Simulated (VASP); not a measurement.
# C (Fd-3m) in VASP: further runs, part 3 of 3

VASP 6.6.1.

## (5) Band structure, LDA

Input file INCAR:

```
SYSTEM = C
PREC = Accurate
ENCUT = 520
EDIFF = 1E-6
ISMEAR = 0
SIGMA = 0.02
LREAL = .False.
LASPH = .True.
NELM = 60
ALGO = Normal
ISIF = 2
LWAVE = .False.
LCHARG = .False.
GGA = CA
```

Input file KPOINTS:

```
Automatic mesh
0
Gamma
  12 12 12
  0 0 0
```

Input file POSCAR:

```
C
1.0
    0.0000000000      1.7833700000      1.7833700000
    1.7833700000      0.0000000000      1.7833700000
    1.7833700000      1.7833700000      0.0000000000
C
2
Direct
    0.7500000000      0.7500000000      0.7500000000
    0.5000000000      0.5000000000      0.5000000000
```

Input file KPOINTS_OPT:

```
path GXWKGLUWLK,UX
20
line-mode
reciprocal
 0.0000000000  0.0000000000  0.0000000000  G
 0.5000000000  0.0000000000  0.5000000000  X

 0.5000000000  0.0000000000  0.5000000000  X
 0.5000000000  0.2500000000  0.7500000000  W

 0.5000000000  0.2500000000  0.7500000000  W
 0.3750000000  0.3750000000  0.7500000000  K

 0.3750000000  0.3750000000  0.7500000000  K
 0.0000000000  0.0000000000  0.0000000000  G

 0.0000000000  0.0000000000  0.0000000000  G
 0.5000000000  0.5000000000  0.5000000000  L

 0.5000000000  0.5000000000  0.5000000000  L
 0.6250000000  0.2500000000  0.6250000000  U

 0.6250000000  0.2500000000  0.6250000000  U
 0.5000000000  0.2500000000  0.7500000000  W

 0.5000000000  0.2500000000  0.7500000000  W
 0.5000000000  0.5000000000  0.5000000000  L

 0.5000000000  0.5000000000  0.5000000000  L
 0.3750000000  0.3750000000  0.7500000000  K

 0.6250000000  0.2500000000  0.6250000000  U
 0.5000000000  0.0000000000  0.5000000000  X
```

Potentials or basis: VASP PAW LDA potentials, release 64 (C).

Run with:

```
cat potpaw_LDA.64/C/POTCAR > POTCAR
mpirun -np 1 vasp_std > vasp.out
```

OUTCAR:

```text
SYSTEM = C
   PREC = Accurate
   ENCUT = 520
   EDIFF = 1E-6
   ISMEAR = 0
   LREAL = .False.
   LASPH = .True.
   NELM = 60
   ISIF = 2
   GGA = CA

 ion  position               nearest neighbor table
   1  0.750  0.750  0.750-   2 1.54   2 1.54   2 1.54   2 1.54
   2  0.500  0.500  0.500-   1 1.54   1 1.54   1 1.54   1 1.54

  LATTYP: Found a face centered cubic cell.
 ALAT       =     3.5667400000

  Lattice vectors:

 A1 = (   0.0000000000,   1.7833700000,   1.7833700000)
 A2 = (   1.7833700000,   0.0000000000,   1.7833700000)
 A3 = (   1.7833700000,   1.7833700000,   0.0000000000)

Analysis of symmetry for initial positions (statically):
=====================================================================
 Subroutine PRICEL returns:
 Original cell was already a primitive cell.

 Routine SETGRP: Setting up the symmetry group for a
 face centered cubic supercell.

 Subroutine GETGRP returns: Found 48 space group operations
 (whereof 24 operations were pure point group operations)
 out of a pool of 48 trial point group operations.

[... 169 lines left out ...]
 fundamental gap:      4.1229238139
 Fermi energy:         9.8870642562

 k-point     1 :       0.0000    0.0000    0.0000
  band No.  band energies     occupation
      1     -11.5949      2.00000
      2       9.7238      2.00000
      3       9.7238      2.00000
      4       9.7238      2.00000
      5      15.2662      0.00000
      6      15.2662      0.00000
      7      15.2662      0.00000
      8      23.2804      0.00000
[... 243 lines left out ...]
 k-point    24 :      -0.4167    0.1667    0.0000
  band No.  band energies     occupation
      1      -5.3647      2.00000
      2      -2.7657      2.00000
      3       4.2919      2.00000
      4       6.1457      2.00000
      5      17.1973      0.00000
      6      19.8694      0.00000
      7      20.9783      0.00000
      8      24.9701      0.00000

 [... further k-points ...]

------------------------ aborting loop because EDIFF is reached ----------------------------------------

  FORCE on cell =-STRESS in cart. coord.  units (eV):
  Direction    XX          YY          ZZ          XY          YZ          ZX
  --------------------------------------------------------------------------------------
  -------------------------------------------------------------------------------------
  Total       -0.8235757     -0.8235757     -0.8235757     -0.0000000     -0.0000000     -0.0000000
  in kB     -116.3214310   -116.3214310   -116.3214310     -0.0000000     -0.0000000     -0.0000000
  external PRESSURE =    -116.3214310 kB  Pullay stress =       0.0000000 kB

 VOLUME and BASIS-vectors are now :
 -----------------------------------------------------------------------------
  energy-cutoff  :      520.00
  volume of cell :       11.34
      direct lattice vectors                 reciprocal lattice vectors
     0.000000000  1.783370000  1.783370000    -0.280368067  0.280368067  0.280368067
     1.783370000  0.000000000  1.783370000     0.280368067 -0.280368067  0.280368067
     1.783370000  1.783370000  0.000000000     0.280368067  0.280368067 -0.280368067

 POSITION                                       TOTAL-FORCE (eV/Angst)
 -----------------------------------------------------------------------------------
      2.67505      2.67505      2.67505        -0.000000     -0.000000     -0.000000
      1.78337      1.78337      1.78337         0.000000      0.000000      0.000000
 -----------------------------------------------------------------------------------
    total drift:                                0.000000     -0.000000      0.000000

  FREE ENERGIE OF THE ION-ELECTRON SYSTEM (eV)
  ---------------------------------------------------
  free  energy   TOTEN  =       -20.2352433139 eV

  energy  without entropy=      -20.2352433139  energy(sigma->0) =      -20.23524331
```

OSZICAR:

```text
N       E                     dE             d eps       ncg     rms          rms(c)
DAV:   1    -0.375167553983E+01   -0.37517E+01   -0.50548E+03  1256   0.952E+02
DAV:   2    -0.209301558814E+02   -0.17178E+02   -0.16625E+02  1888   0.109E+02
[... 19 lines left out ...]
DAV:   2     0.680970977057E+03   -0.13015E+04     1768
DAV:   3     0.673286705787E+03   -0.76843E+01     1288
DAV:   4     0.673276731348E+03   -0.99744E-02     1624
DAV:   5     0.673276725328E+03   -0.60194E-05     1240
DAV:   6     0.673276725313E+03   -0.15462E-07     1584
       N       E                     dE             ncg
DAV:   1     0.885499173633E+04   -0.24910E+05      968
DAV:   2     0.789135777904E+04   -0.96363E+03     1344
DAV:   3     0.788624150571E+04   -0.51163E+01     1056
DAV:   4     0.788623539663E+04   -0.61091E-02     1352
DAV:   5     0.788623539592E+04   -0.70934E-06      960
```

Wall time 15 s (1 thread of Intel Xeon Platinum 8488C (Sapphire Rapids), shared host); peak memory 0.12 GiB.

What came out:

| Quantity | Value |
| --- | --- |
| Free energy | -20.2352 eV |
| Pressure | -11.6 GPa |
| Band gap on the k mesh | 4.12 eV, indirect (least direct gap 5.54 eV) |
| Band gap along the path | 4.10 eV, indirect (least direct gap 5.54 eV) |

Levels at the corners of the path, in eV from the valence-band top:
```
point  band 1  band 2  band 3  band 4  band 5  band 6  band 7  band 8
    Γ  -21.32    0.00    0.00    0.00    5.54    5.54    5.54   13.56
    X  -12.61  -12.61   -6.29   -6.29    4.71    4.71   16.63   16.63
    X  -12.61  -12.61   -6.29   -6.29    4.71    4.71   16.63   16.63
    W  -11.77  -11.77   -8.36   -8.36   10.44   10.44   12.33   12.33
    W  -11.77  -11.77   -8.36   -8.36   10.44   10.44   12.33   12.33
    K  -12.76  -11.59   -9.36   -5.36    5.61   10.66   14.23   15.53
    K  -12.76  -11.59   -9.36   -5.36    5.61   10.66   14.23   15.53
    Γ  -21.32    0.00    0.00    0.00    5.54    5.54    5.54   13.56
    Γ  -21.32    0.00    0.00    0.00    5.54    5.54    5.54   13.56
    L  -15.48  -13.36   -2.79   -2.79    8.38    8.38    9.01   15.41
    L  -15.48  -13.36   -2.79   -2.79    8.38    8.38    9.01   15.41
    U  -12.76  -11.59   -9.36   -5.36    5.61   10.66   14.23   15.53
    U  -12.76  -11.59   -9.36   -5.36    5.61   10.66   14.23   15.53
    W  -11.77  -11.77   -8.36   -8.36   10.44   10.44   12.33   12.33
    W  -11.77  -11.77   -8.36   -8.36   10.44   10.44   12.33   12.33
    L  -15.48  -13.36   -2.79   -2.79    8.38    8.38    9.01   15.41
    L  -15.48  -13.36   -2.79   -2.79    8.38    8.38    9.01   15.41
    K  -12.76  -11.59   -9.36   -5.36    5.61   10.66   14.23   15.53
    U  -12.76  -11.59   -9.36   -5.36    5.61   10.66   14.23   15.53
    X  -12.61  -12.61   -6.29   -6.29    4.71    4.71   16.63   16.63
```

## (6) The runs side by side

| task | level | potentials or basis | k mesh | cutoff (eV) | smearing | grid for exact exchange (PRECFOCK) | exchange at q = 0 | share of exact exchange | GW scheme | GW iterations | mesh quality | gap on the mesh (eV) | pressure (GPa) |
| --- | --- | --- | --- | --- | --- | --- | --- | --- | --- | --- | --- | --- | --- |
| band structure | PBE-EpsX | VASP PAW PBE potentials, release 64 (C) | 8 × 8 × 8 | 520 | gaussian 0.02 eV | Fast | truncated | 0.1709 | - | - | not flagged | 5.42 | -4.4 |
| G0W0 quasiparticle levels | PBE | VASP PAW PBE potentials, release 64 (C_GW) | 6 × 6 × 6 | 450 | gaussian 0.01 eV | - | - | - | G0W0 | 1 | coarse | - | - |
| band structure | PBE | VASP PAW PBE potentials, release 64 (C) | 12 × 12 × 12 | 520 | gaussian 0.02 eV | - | - | - | - | - | not flagged | 4.15 | 2.5 |
| band structure | LDA | VASP PAW LDA potentials, release 64 (C) | 12 × 12 × 12 | 520 | gaussian 0.02 eV | - | - | - | - | - | not flagged | 4.12 | -11.6 |

Alike in all rows: no spin polarisation; cell as given.

Caveats: some runs use coarse meshes; the PAW data sets were made with another functional, which shifts forces and pressure a little (some runs); the cutoff is under 1.25 times the usual one of these potentials, so pressure, stress and relaxed cells hold a basis-set (Pulay) error (some runs); bands, screening cutoff and mesh are small and nothing is extrapolated, so the quasiparticle values aren't converged (some runs).

Absolute energies hang on the potentials; compare differences alone.
